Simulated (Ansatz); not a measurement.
Structure types of Y compared at 81 GPa

Structure types of Y are relaxed in primitive cells with their symmetry kept at 81 GPa, on PAW files; LAPW relaxes the small cells further and takes the PAW cell for the others (marked *). The enthalpy is E + pV at zero temperature, without zero-point motion. Only the types listed were tried, and differences under about 5 meV/atom are mesh noise. The real phase may be another.

All numbers are PBE results (scalar-relativistic) from Ansatz 0.2.0, with Fermi–Dirac smearing of 0.05 eV, no spin polarisation. Methods: LAPW: all electrons, basis error target 0.5 meV/atom; PAW: frozen-core files, cutoff 420 eV.

k meshes: fcc 16×16×16, bcc 17×17×17, hcp 15×15×9, beta tin 16×16×16, dhcp 13×13×4, diamond 12×12×12.

**Question.** Which type is lowest in enthalpy, and by how much?

**Answer.** fcc, 1 meV/atom below dhcp, which is within the noise of the k meshes. The whole table:

```csv
start type,ends as,"a, b, c (Å)",V (Å³/atom),"H − H(lowest), LAPW (meV/atom)","same, PAW"
fcc,"fcc, Fm-3m","3.994, 3.994, 3.994",15.93,0.0,0.0
bcc,"bcc, Im-3m","3.174, 3.174, 3.174",15.98,171.5,171.4
hcp,"hcp, P6_3/mmc","2.792, 2.792, 4.739",16.00,69.0,68.9
beta tin,"beta tin, I4_1/amd","4.735, 4.735, 2.850",15.98,289.5,289.2
dhcp*,"dhcp, P6_3/mmc","2.844, 2.844, 9.117",15.97,1.2,1.3
diamond,"diamond, Fd-3m","5.184, 5.184, 5.184",17.41,2374.3,2372.6
```
